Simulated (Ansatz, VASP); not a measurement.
## One calculation of ZrC, two programs

The input INCAR:

```
SYSTEM = ZrC
PREC = Accurate ; ENCUT = 600
EDIFF = 1E-6 ; ISMEAR = 0
SIGMA = 0.1 ; LREAL = .FALSE.
LASPH = .TRUE. ; NELM = 60
ALGO = Normal ; ISIF = 3
LWAVE = .FALSE. ; LCHARG = .FALSE.
GGA = PE ; IBRION = 2
NSW = 100 ; EDIFFG = -0.005
```

Contents of KPOINTS:

```
Automatic mesh
0
G
  16 16 16
  0 0 0
```

The input POSCAR:

```
ZrC
1.0
    0.0000000000      2.3650000000      2.3650000000
    2.3650000000      0.0000000000      2.3650000000
    2.3650000000      2.3650000000      0.0000000000
Zr C
1 1
Direct
    0.5000000000      0.5000000000      0.5000000000
    0.0000000000      0.0000000000      0.0000000000
```

Input for Ansatz:

```yaml
crystal:
  lattice:
    - [0.0, 2.365, 2.365]
    - [2.365, 0.0, 2.365]
    - [2.365, 2.365, 0.0]
  atoms:
    - { symbol: Zr, position: [0.5, 0.5, 0.5] }
    - { symbol: C, position: [0.0, 0.0, 0.0] }
basis:
  ecutwfc: 420
kpoints:
  mp_grid: { grid: [16, 16, 16] }
hamiltonian:
  xc: pbe
scf:
  occupations: { method: gaussian, width: 0.1 }
output:
  forces: true
  stress: true
  eigenvalues: true
  write_density: true
  write_potential: true
  elf: true
  volumetric_format: npy
relax:
  adjacent_minimum: "off"
  f_tol: 0.005
  max_steps: 80
  cell: { stress_tol: 0.05 }
```

Alike in both runs: task relaxation of cell and atoms; functional PBE; k mesh 16 × 16 × 16; occupations gaussian, width 0.1 eV; no spin polarisation.

```csv
,VASP,Ansatz
version,VASP 6.6.1,Ansatz 0.2.0
potentials or method,"VASP PAW PBE potentials, release 64 (Zr_sv, C)","scalar-relativistic, plane waves, PAW"
plane-wave cutoff (eV),600,420
valence electrons in the cell,16,16
```

|  | VASP | Ansatz | Ansatz less VASP |
| --- | --- | --- | --- |
| gap on the k mesh at the Fermi level, each at its own relaxed structure (eV) | none | none | - |
| relaxed volume (Å³/atom) | 13.06 | 13.05 | -0.009 |
| relaxed cell length with the largest relative difference (Å) | 3.330 | 3.330 | -0.0007 |
| energy change over the relaxation (meV/atom) | -1 | -2 | -0.2 |

A gap of «none» marks a metal or a gap that the smearing closes.
